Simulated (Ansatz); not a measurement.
# ZnO (zincite) (P6_3mc) in Ansatz: further runs

Aim: see how the results for ZnO (zincite) move with the level of theory and the settings. Levels: PBEsol, revPBE+D4. Tasks: elastic constants, single point, equation of state.

All numbers are computed with Ansatz 0.2.0; they aren't measurements. Logs are shortened: lines on timing, memory, paths and dates and some standing lists are left out, and cuts for length are marked.

**The experiment to reproduce.**

From “Electronic structure of alkaline earth and post-transition metal oxides”, 2009, arxiv:0908.1581, for a bulk crystal of ZnO: band gap 3.37 eV.

The runs below are set against these values where they give the same quantity.

## (1) Starting point

It takes space group P6_3mc (No. 186, hexagonal). The conventional cell has a = 3.249 Å, b = 3.249 Å, c = 5.206 Å, α = 90.00°, β = 90.00°, γ = 120.00°. Zn (site symmetry 3m) is surrounded by 4 O at 1.97 to 1.98 Å. Around O (site symmetry 3m) lie 4 Zn at 1.97 to 1.98 Å.

## (2) Elastic constants, PBEsol

input.yaml reads:

```yaml
crystal:
  lattice:
    - [3.249308, 0.0, 0.0]
    - [-1.624654, 2.8139832727, 0.0]
    - [0.0, 0.0, 5.205709]
  atoms:
    - { symbol: Zn, position: [0.6666666667, 0.3333333333, 0.0] }
    - { symbol: Zn, position: [0.3333333333, 0.6666666667, 0.5] }
    - { symbol: O, position: [0.3333333333, 0.6666666667, 0.87901] }
    - { symbol: O, position: [0.6666666667, 0.3333333333, 0.37901] }
hamiltonian:
  xc: pbesol
  pseudopotentials: { kind: paw }
kpoints:
  mp_grid: { grid: [8, 8, 5] }
scf:
  occupations: { method: fixed }
output:
  forces: true
  stress: true
elastic:
  mode: relaxed_ion
  stencil: two_point
```

Potentials or basis: Ansatz PAW.

Started as:

```sh
$ ansatz run input.yaml --threads 2 --pin off --max-ram 5120MiB --backend cpu --events-out ev --progress --plain --runs-dir out
```

What it wrote:

```text
Warning: RAYON_NUM_THREADS=2 ignored (pool sized by the plan → 2); use --threads N
Engine: ansatz 0.2.0, aarch64-unknown-linux-gnu
Pseudopotentials: kind: paw
Pseudopotential: Zn, paw, valence charge 12, recommended cutoff 420 eV (normal), Zn.paw.azcp
Pseudopotential: O, paw, valence charge 6, recommended cutoff 420 eV (normal), O.paw.azcp
Functional definition: PBEsol
  exchange = pbesol_x
  correlation = pbesol_c
Crystal: 4 atoms, lattice volume = 47.598 Å³
Basis set: ecut = 420 eV, 941 PW (Γ), exchange–correlation on 48×48×72 points (8 copies of the dense FFT grid, shifted against one another)
Bands: 22, of which v1, the nominal top of the filled ones, is band 18 counted from 1 (17 counted from 0)
Symmetry: 12 space group operations
Space group: P63mc (ITA 186), of the structure as read, at distance tolerance 3.6e-5 Å
k-points: 30 of 320 (time reversal used)
Non-local potential: Zn, projectors of the file, l = 0: 2, l = 1: 2, l = 2: 3, l = 3: 1
Non-local potential: O, projectors of the file, l = 0: 2, l = 1: 2, l = 2: 1
PAW form: soft (Blöchl's): semilocal exchange-correlation on the pseudo side does not see the compensation charge
PAW frozen core: Zn, regenerated for the run's functional, and the local potential with it (the file was generated under x = pbe(κ = 0.804, μ = 0.2195149727645171), c = pbe(β = 0.06672455060314922))
PAW frozen core: O, regenerated for the run's functional, and the local potential with it (the file was generated under x = pbe(κ = 0.804, μ = 0.2195149727645171), c = pbe(β = 0.06672455060314922))
PAW one-centre angular grid: Zn, 590 points (default); XC on 64 Gauss nodes
PAW one-centre angular grid: O, 110 points (default); XC on 64 Gauss nodes
Initial density: superposition of atomic densities (neutral atoms: chi_scale 0, normalization atom), corrected by the library's trained network
Initial wavefunctions: pseudopotential atomic-orbital guess
Functional: x = pbesol(κ = 0.804, μ = 0.12345679012345678), c = pbesol(β = 0.046)
SCF iter   1: F=—  HF=-7684.278719 eV  |F-HF|=—  |Δ(HF+E_count)|=         —  Δρ=1.58e-2  dr2=9.51e-2  ethr=1.77e-3  ⟨swp⟩=4.9  Hψ=2592  notcnv=0  defer=57
preconditioner: auto → Resta (q_TF=auto, 2.604 Å⁻¹)  ε∞=7.6  [insulator: Δε(μ)=0.559 eV  Ē_g=12.540 eV  n_scr=22 (ndim 8)  ℏωp=32.3 eV  f_vac=0.035  ε∞_Penn≈7.6]
SCF iter   2: F=—  HF=-7684.254097 eV  |F-HF|=—  |Δ(HF+E_count)|=   2.46e-2  Δρ=2.09e-3  dr2=1.01e-3  ethr=2.64e-4  ⟨swp⟩=3.0  Hψ=1492  notcnv=0  defer=58
SCF iter   3: F=—  HF=-7684.254101 eV  |F-HF|=—  |Δ(HF+E_count)|=   4.53e-6  Δρ=1.15e-3  dr2=4.81e-4  ethr=2.79e-6  ⟨swp⟩=2.0  Hψ=721  notcnv=0  defer=60
SCF iter   4: F=—  HF=-7684.254104 eV  |F-HF|=—  |Δ(HF+E_count)|=   2.84e-6  Δρ=2.39e-4  dr2=2.14e-5  ethr=1.34e-6  ⟨swp⟩=3.0  Hψ=1178  notcnv=0  defer=31
SCF iter   5: F=—  HF=-7684.254121 eV  |F-HF|=—  |Δ(HF+E_count)|=   1.65e-5  Δρ=1.90e-4  dr2=1.13e-5  ethr=5.95e-8  ⟨swp⟩=2.0  Hψ=1140  notcnv=0  defer=1
[... 435 lines left out ...]
  max |Σ_I F_I| component: 1.61e-7 eV/Å
--- Stress (GPa, compression-positive) ---
       -1.740720       0.000000      -0.000000
        0.000000      -1.740720      -0.000000
       -0.000000      -0.000000      -0.912003
  P = ⅓ Tr σ = -1.4645 GPa (-14.645 kbar)
--- Band table (eV; the first three rows and the last of 30) ---
  k-point 0: bands = ["-10.9567", "-10.2048", "1.3383", "1.3383", "1.3916", "1.4070", "1.5263", "1.5263", "2.5289", "2.5289", "2.7447", "2.7447", "3.0239", "6.2634", "6.2634", "6.9766", "7.0648", "7.0648", "7.7637", "12.1750", "15.1990", "19.8097"]
  k-point 1: bands = ["-10.8886", "-10.2805", "1.2459", "1.3304", "1.3474", "1.3474", "1.4985", "1.4985", "2.5572", "2.5572", "2.7328", "2.7328", "3.4501", "6.2474", "6.3413", "6.3413", "6.9896", "6.9896", "8.6221", "11.8511", "15.4915", "19.7777"]
  k-point 2: bands = ["-10.7068", "-10.4747", "1.1188", "1.1800", "1.3799", "1.3799", "1.4371", "1.4371", "2.6241", "2.6241", "2.6918", "2.6918", "4.3311", "5.2967", "6.5444", "6.5444", "6.7922", "6.7922", "9.8453", "10.9987", "16.3717", "17.8560"]
  k-point 29: bands = ["-10.0972", "-10.0667", "1.2225", "1.2686", "1.5393", "1.6947", "2.0466", "2.0514", "2.5683", "2.5955", "2.9750", "3.0211", "3.3103", "3.4116", "4.2189", "4.7812", "5.6629", "5.8594", "14.0306", "14.3694", "15.1978", "15.6757"]
--- Elastic constants: 3 strain directions × 2 members + reference (group order 12) ---
  dense FFT box of the reference and of every strained cell: 24×24×36
  strains applied: 11, 33, 23; error gains: componentwise 1.00 (the most a stress slope's error grows in a printed constant), spectral 1.41 (1 for all six strains in a standard setting)
  reference relaxed by the batch: 5 steps; max|allowed force component| 6.18e-2 eV/Å at the deck's positions, 2.73e-7 at the last accepted step, 2.60e-7 by the solve of record
  largest displacement 4.9e-3 Å; the constants are those of the deck's cell at these positions:
  atoms:
    - { symbol: Zn, position: [0.6666666666666666, 0.3333333333333333, -0.0009438911022287113] }
    - { symbol: Zn, position: [0.3333333333333333, 0.6666666666666666, 0.49905610889777136] }
    - { symbol: O, position: [0.3333333333333333, 0.6666666666666666, 0.8799538911022287] }
    - { symbol: O, position: [0.6666666666666666, 0.3333333333333333, 0.37995389110222877] }
  C = ∂σ_k/∂η_j (tension-positive GPa; Voigt order 11 22 33 23 13 12):
       197.386    116.734    101.987     -0.000      0.000      0.000
       116.734    197.386    101.987     -0.000      0.000     -0.000
       102.674    102.674    205.215     -0.000      0.000     -0.000
         0.000     -0.000      0.000     37.425      0.000      0.000
         0.000     -0.000      0.000     -0.000     37.425     -0.000
         0.000     -0.000     -0.000      0.000      0.000     40.326
  reference stress σ⁰ (GPa):      1.741      1.741      0.912      0.000      0.000     -0.000
  C* (energy form; C + prestress term) asymmetry max|C*_kj − C*_jk| = 1.419e-1 GPa — a small one proves nothing (zero by symmetry where the batch's group is 432, −43m or m−3m); a large one is finite-difference/SCF noise where every solve meets its electron count
  moduli (Voigt/Reuss/Hill, GPa): K = 138.09/138.06/138.07   G = 41.61/40.96/41.28   E = 112.63   ν = 0.364
  mechanically stable: yes (min eigenvalue of sym C = 37.43 GPa)
  strain η (Voigt 11):  stress-route row diagonal C_11 = 197.39 GPa, energy-path curvature d²(F+E_count+ΔE)/dδ²/Ω₀ = 200.76 GPa
         δ    σ_11 (GPa)             F (eV)   n_scf  n_hpsi   n_pw
    -2.000e-3       1.3455       -7684.2556847      10   26911    947   relax 4 steps, max|allowed force component| 2.27e-6 eV/Å
     2.000e-3       2.1351       -7684.2536066      10   26953    949   relax 3 steps, max|allowed force component| 2.11e-5 eV/Å
  strain η (Voigt 33):  stress-route row diagonal C_33 = 205.21 GPa, energy-path curvature d²(F+E_count+ΔE)/dδ²/Ω₀ = 208.03 GPa
         δ    σ_33 (GPa)             F (eV)   n_scf  n_hpsi   n_pw
    -2.000e-3       0.5030       -7684.2550501      10   12791    947   relax 3 steps, max|allowed force component| 2.34e-6 eV/Å
     2.000e-3       1.3239       -7684.2540457      10   12827    959   relax 3 steps, max|allowed force component| 3.09e-6 eV/Å
  strain η (Voigt 23):  stress-route row diagonal C_44 = 37.43 GPa, energy-path curvature d²(F+E_count+ΔE)/dδ²/Ω₀ = 37.95 GPa
         δ    σ_23 (GPa)             F (eV)   n_scf  n_hpsi   n_pw
    -2.000e-3      -0.0749       -7684.2547257      10   39679    949   relax 3 steps, max|allowed force component| 2.21e-5 eV/Å
     2.000e-3       0.0749       -7684.2547257      10   39644    949   relax 4 steps, max|allowed force component| 5.55e-6 eV/Å
```

elastic.tsv:

```text
[... 17 lines left out ...]
6	2.9605341058e-16	-8.8817841970e-16	-3.0313254993e-21	3.2869540929e-32	0.0000000000e0	4.0326192310e1	1.1076451594e-16	-1.0734673143e-15	-1.8529192597e-16	3.2869540929e-32	0.0000000000e0	4.0326192310e1	-1.1631982397e-18	-5.7824115866e-18	-3.3579611680e-21	2.1436502462e-34	0.0000000000e0	3.7853479028e-1
```

elastic_members.tsv:

```text
# convention: tension-positive GPa; Voigt order 11 22 33 23 13 12; engineering shear strains; stresses and constants hold the Pulay correction, whose part of sigma0, of c and of each member's stress the lines and columns named pulay_correction_..._gpa give (of c_energy it is that of c and, on the columns of strains 1 to 3, that of sigma0; of a layer's constants it is that of c in the plane, times a tenth of its plane spacing in ang); where a line pulay_correction_withheld stands none holds it
[... 13 lines left out ...]
3	2.0000000000e-3	1.7411506783e0	1.7412270935e0	9.1238053024e-1	7.4850571209e-2	1.2373495106e-24	3.2600607500e-24	-7.6842547257e3	-7.6842547257e3	10	39644	949	4	5.5541187242e-6	0.0000000000e0	-7.5209157994e-1	-7.5254265735e-1	-7.6827292985e-1	1.2269991351e-3	-0.0000000000e0	-0.0000000000e0	2.1356993547e-4	0.0000000000e0
```

Wall time 1.7 min (2 threads of Arm Neoverse V1, shared host); peak memory 0.41 GiB.

Results:

| Quantity | Value |
| --- | --- |
| Free energy | -7684.2547 eV |
| Pressure | -1.5 GPa |
| Band gap on the k mesh | 0.70 eV, direct |
| Voigt bulk modulus | 138 GPa |

Stress tensor (GPa, compression positive):
```
-1.74  0.00  0.00
 0.00 -1.74  0.00
 0.00  0.00 -0.91
```

Elastic tensor in Voigt notation (GPa, in the Cartesian axes of the cell as first typed):
```
197 117 102   0   0   0
117 197 102   0   0   0
103 103 205   0   0   0
  0   0   0  37   0   0
  0   0   0   0  37   0
  0   0   0   0   0  40
```

Caveat: odd divisions of the mesh miss points on the zone boundary, where band edges often lie, so the gap on the mesh can be too wide; the pressure holds a Pulay correction of +0.8 GPa for the finite cutoff; the PAW data sets come from PBE, with cores solved anew for the run's functional, which leaves a small shift of forces and pressure.

## (3) Single point, revPBE+D4, 11.19 Å³/atom (volume scaled by 0.94)

input.yaml reads:

```yaml
crystal:
  lattice:
    - [3.1829769797, 0.0, 0.0]
    - [-1.5914884899, 2.7565389241, 0.0]
    - [0.0, 0.0, 5.0994402224]
  atoms:
    - { symbol: Zn, position: [0.6666666667, 0.3333333333, 0.0] }
    - { symbol: Zn, position: [0.3333333333, 0.6666666667, 0.5] }
    - { symbol: O, position: [0.3333333333, 0.6666666667, 0.87901] }
    - { symbol: O, position: [0.6666666667, 0.3333333333, 0.37901] }
hamiltonian:
  xc: revpbe
  pseudopotentials: { kind: paw }
  dispersion: d4
kpoints:
  mp_grid: { grid: [9, 9, 5] }
scf:
  occupations: { method: fermi_dirac, width: 0.05 }
output:
  forces: true
  stress: true
  eigenvalues: true
```

Potentials or basis: Ansatz PAW.

Started as:

```sh
$ ansatz run input.yaml --threads 2 --pin off --max-ram 5120MiB --backend cpu --events-out ev --progress --plain --runs-dir out
```

Wall time 2.2 s (2 threads of Arm Neoverse V1, shared host); peak memory 0.34 GiB.

The run converged. Its results:

```
Free energy            : -7785.5985 eV
Pressure               : 10.8 GPa
Largest force          : 0.090 eV/Å
Band gap on the k mesh : 0.96 eV, direct
```

Caveat: odd divisions of the mesh miss points on the zone boundary, where band edges often lie, so the gap on the mesh can be too wide; the pressure holds a Pulay correction of +0.7 GPa for the finite cutoff; the PAW data sets come from PBE, with cores solved anew for the run's functional, which leaves a small shift of forces and pressure.

## (4) Single point, revPBE+D4, 11.42 Å³/atom (volume scaled by 0.96)

Changes to input.yaml since step 3:

```diff
@@ -2,5 +2,5 @@
   lattice:
-    - [3.1829769797, 0.0, 0.0]
-    - [-1.5914884899, 2.7565389241, 0.0]
-    - [0.0, 0.0, 5.0994402224]
+    - [3.2053930491, 0.0, 0.0]
+    - [-1.6026965246, 2.7759518096, 0.0]
+    - [0.0, 0.0, 5.1353529565]
   atoms:
@@ -22 +22,5 @@
   eigenvalues: true
+  write_density: true
+  write_potential: true
+  elf: true
+  volumetric_format: npy
```

Started as:

```sh
$ ansatz run input.yaml --threads 2 --pin off --max-ram 5120MiB --backend cpu --events-out ev --progress --plain --runs-dir out
```

Wall time 3 s (2 threads of Arm Neoverse V1, shared host); peak memory 0.35 GiB.

Results (log left out):

```
Free energy            : -7785.6515 eV
Pressure               : 7.2 GPa
Largest force          : 0.082 eV/Å
Band gap on the k mesh : 0.93 eV, direct
```

Caveat: odd divisions of the mesh miss points on the zone boundary, where band edges often lie, so the gap on the mesh can be too wide; the pressure holds a Pulay correction of +0.7 GPa for the finite cutoff; the PAW data sets come from PBE, with cores solved anew for the run's functional, which leaves a small shift of forces and pressure.

## (5) Single point, revPBE+D4, 11.66 Å³/atom (volume scaled by 0.98)

Changes to input.yaml since step 4:

```diff
@@ -2,5 +2,5 @@
   lattice:
-    - [3.2053930491, 0.0, 0.0]
-    - [-1.6026965246, 2.7759518096, 0.0]
-    - [0.0, 0.0, 5.1353529565]
+    - [3.2274999067, 0.0, 0.0]
+    - [-1.6137499533, 2.7950969099, 0.0]
+    - [0.0, 0.0, 5.170770303]
   atoms:
@@ -22,5 +22 @@
   eigenvalues: true
-  write_density: true
-  write_potential: true
-  elf: true
-  volumetric_format: npy
```

Started as:

```sh
$ ansatz run input.yaml --threads 2 --pin off --max-ram 5120MiB --backend cpu --events-out ev --progress --plain --runs-dir out
```

It took 2.3 s on 2 threads of Arm Neoverse V1, shared host; peak memory 0.34 GiB.

Results (log left out):

| Item | Value |
| --- | --- |
| Free energy | -7785.6843 eV |
| Pressure | 3.9 GPa |
| Largest force | 0.075 eV/Å |
| Band gap on the k mesh | 0.90 eV, direct |

Caveat: odd divisions of the mesh miss points on the zone boundary, where band edges often lie, so the gap on the mesh can be too wide; the pressure holds a Pulay correction of +0.7 GPa for the finite cutoff; the PAW data sets come from PBE, with cores solved anew for the run's functional, which leaves a small shift of forces and pressure.

## (6) Single point, revPBE+D4, 11.90 Å³/atom

Changes to input.yaml since step 5:

```diff
@@ -2,5 +2,5 @@
   lattice:
-    - [3.2274999067, 0.0, 0.0]
-    - [-1.6137499533, 2.7950969099, 0.0]
-    - [0.0, 0.0, 5.170770303]
+    - [3.249308, 0.0, 0.0]
+    - [-1.624654, 2.8139832727, 0.0]
+    - [0.0, 0.0, 5.205709]
   atoms:
```

Potentials or basis: Ansatz PAW.

Started as:

```sh
$ ansatz run input.yaml --threads 2 --pin off --max-ram 5120MiB --backend cpu --events-out ev --progress --plain --runs-dir out
```

Wall time 2.3 s (2 threads of Arm Neoverse V1, shared host); peak memory 0.34 GiB.

Results (log left out):

- Free energy: -7785.6990 eV
- Pressure: 1.1 GPa
- Largest force: 0.068 eV/Å
- Band gap on the k mesh: 0.88 eV, direct

Caveat: odd divisions of the mesh miss points on the zone boundary, where band edges often lie, so the gap on the mesh can be too wide; the pressure holds a Pulay correction of +0.7 GPa for the finite cutoff; the PAW data sets come from PBE, with cores solved anew for the run's functional, which leaves a small shift of forces and pressure.

## (7) Single point, revPBE+D4, 12.14 Å³/atom (volume scaled by 1.02)

Changes to input.yaml since step 6:

```diff
@@ -2,5 +2,5 @@
   lattice:
-    - [3.249308, 0.0, 0.0]
-    - [-1.624654, 2.8139832727, 0.0]
-    - [0.0, 0.0, 5.205709]
+    - [3.2708272232, 0.0, 0.0]
+    - [-1.6354136116, 2.8326194666, 0.0]
+    - [0.0, 0.0, 5.2401848988]
   atoms:
```

Started as:

```sh
$ ansatz run input.yaml --threads 2 --pin off --max-ram 5120MiB --backend cpu --events-out ev --progress --plain --runs-dir out
```

Run time: 2.3 s. Hardware: 2 threads of Arm Neoverse V1, shared host; peak memory 0.34 GiB.

Results (log left out):

* Free energy: -7785.6973 eV
* Pressure: -1.5 GPa
* Largest force: 0.062 eV/Å
* Band gap on the k mesh: 0.85 eV, direct

Caveat: odd divisions of the mesh miss points on the zone boundary, where band edges often lie, so the gap on the mesh can be too wide; the pressure holds a Pulay correction of +0.7 GPa for the finite cutoff; the PAW data sets come from PBE, with cores solved anew for the run's functional, which leaves a small shift of forces and pressure.

## (8) Single point, revPBE+D4, 12.38 Å³/atom (volume scaled by 1.04)

Changes to input.yaml since step 7:

```diff
@@ -2,5 +2,5 @@
   lattice:
-    - [3.2708272232, 0.0, 0.0]
-    - [-1.6354136116, 2.8326194666, 0.0]
-    - [0.0, 0.0, 5.2401848988]
+    - [3.2920669561, 0.0, 0.0]
+    - [-1.6460334781, 2.8510136149, 0.0]
+    - [0.0, 0.0, 5.2742130269]
   atoms:
@@ -22 +22,5 @@
   eigenvalues: true
+  write_density: true
+  write_potential: true
+  elf: true
+  volumetric_format: npy
```

Started as:

```sh
$ ansatz run input.yaml --threads 2 --pin off --max-ram 5120MiB --backend cpu --events-out ev --progress --plain --runs-dir out
```

Wall time 3 s (2 threads of Arm Neoverse V1, shared host); peak memory 0.35 GiB.

The run converged. Its results:

* Free energy: -7785.6811 eV
* Pressure: -3.9 GPa
* Largest force: 0.056 eV/Å
* Band gap on the k mesh: 0.82 eV, direct

Caveat: odd divisions of the mesh miss points on the zone boundary, where band edges often lie, so the gap on the mesh can be too wide; the pressure holds a Pulay correction of +0.7 GPa for the finite cutoff; the PAW data sets come from PBE, with cores solved anew for the run's functional, which leaves a small shift of forces and pressure.

## (9) Single point, revPBE+D4, 12.61 Å³/atom (volume scaled by 1.06)

Changes to input.yaml since step 8:

```diff
@@ -2,5 +2,5 @@
   lattice:
-    - [3.2920669561, 0.0, 0.0]
-    - [-1.6460334781, 2.8510136149, 0.0]
-    - [0.0, 0.0, 5.2742130269]
+    - [3.3130361008, 0.0, 0.0]
+    - [-1.6565180504, 2.8691734269, 0.0]
+    - [0.0, 0.0, 5.3078076462]
   atoms:
@@ -22,5 +22 @@
   eigenvalues: true
-  write_density: true
-  write_potential: true
-  elf: true
-  volumetric_format: npy
```

Potentials or basis: Ansatz PAW.

Started as:

```sh
$ ansatz run input.yaml --threads 2 --pin off --max-ram 5120MiB --backend cpu --events-out ev --progress --plain --runs-dir out
```

Wall time 2.3 s (2 threads of Arm Neoverse V1, shared host); peak memory 0.34 GiB.

The run converged. Its results:

* Free energy: -7785.6518 eV
* Pressure: -6.0 GPa
* Largest force: 0.050 eV/Å
* Band gap on the k mesh: 0.80 eV, direct

Caveat: odd divisions of the mesh miss points on the zone boundary, where band edges often lie, so the gap on the mesh can be too wide; the pressure holds a Pulay correction of +0.6 GPa for the finite cutoff; the PAW data sets come from PBE, with cores solved anew for the run's functional, which leaves a small shift of forces and pressure.

## (10) Equation of state, revPBE+D4

This step only gathers the single runs of the series.

Results:

* Equilibrium volume: 11.99 Å³/atom
* Bulk modulus at fixed shape and positions: 132 GPa
* Pressure derivative of the bulk modulus: 4.5

Energy against volume, from the lowest point:
```
volume (Å³/atom)  energy (meV/atom)
          11.186              25.11
          11.424              11.86
          11.662               3.67
          11.900               0.00
          12.138               0.41
          12.376               4.47
          12.614              11.78
```

Caveat: the potentials were made for another functional, which shifts forces and pressure; the cell was scaled at fixed shape and fractional positions, which overstates the stiffness of a crystal with free parameters, most of all of layers and chains.

## (11) Comparison with measurements

Step 2. Against the measured gap of ZnO, 3.37 eV (quoted in “Electronic structure of alkaline earth and post-transition metal oxides”, 2009, arxiv:0908.1581), the calculated 0.70 eV is off by -2.67 eV. So large a miss can be the level of theory's own, or it may mean another phase, state or a wrong row. The value is that of PBEsol, without temperature or zero-point motion. Semilocal functionals fall short of measured gaps as a rule.
